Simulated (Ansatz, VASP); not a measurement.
## NaCl in VASP and in Ansatz

```xyz
2
Lattice="2.8600 0.0000 0.0000 0.0000 2.8600 0.0000 0.0000 0.0000 2.8314" Properties=species:S:1:pos:R:3 pbc="T T T"
Na    0.0000    0.0000    0.0000
Cl    1.4300    1.4300    1.4157
```

Change from the starting cell: zz strain of -1 %.

Alike in both runs: task single point; functional PBEsol; k mesh 8 × 8 × 8; occupations fermi-dirac, width 0.02 eV; no spin polarisation.

|  | VASP | Ansatz |
| --- | --- | --- |
| version | VASP 6.6.1 | Ansatz 0.2.0 |
| potentials or method | VASP PAW PBE potentials, release 64 (Na_pv, Cl), cutoff 520 eV | all-electron LAPW, scalar-relativistic |

Ansatz gave:

| Property | Result |
| --- | --- |
| gap on the k mesh at the Fermi level (eV) | 4.02 |
| pressure (GPa) | 61.9 |
| largest component of the traceless stress (GPa) | 1.78 |

Question: Estimate VASP's values.

Answer: gap on the k mesh at the Fermi level (eV): 4.07; pressure (GPa): 62.6; largest component of the traceless stress (GPa): 1.77.

Ansatz ran all-electron here, so the differences hold the error of VASP's frozen core and of both bases.

Caveats: the cell as given lies far from equilibrium; so large a pressure means that the cell lies far from this level's equilibrium, or that cutoff or potentials fall short (VASP); the potentials were made for another functional, which shifts forces and pressure (VASP). A k mesh can miss the band edges.
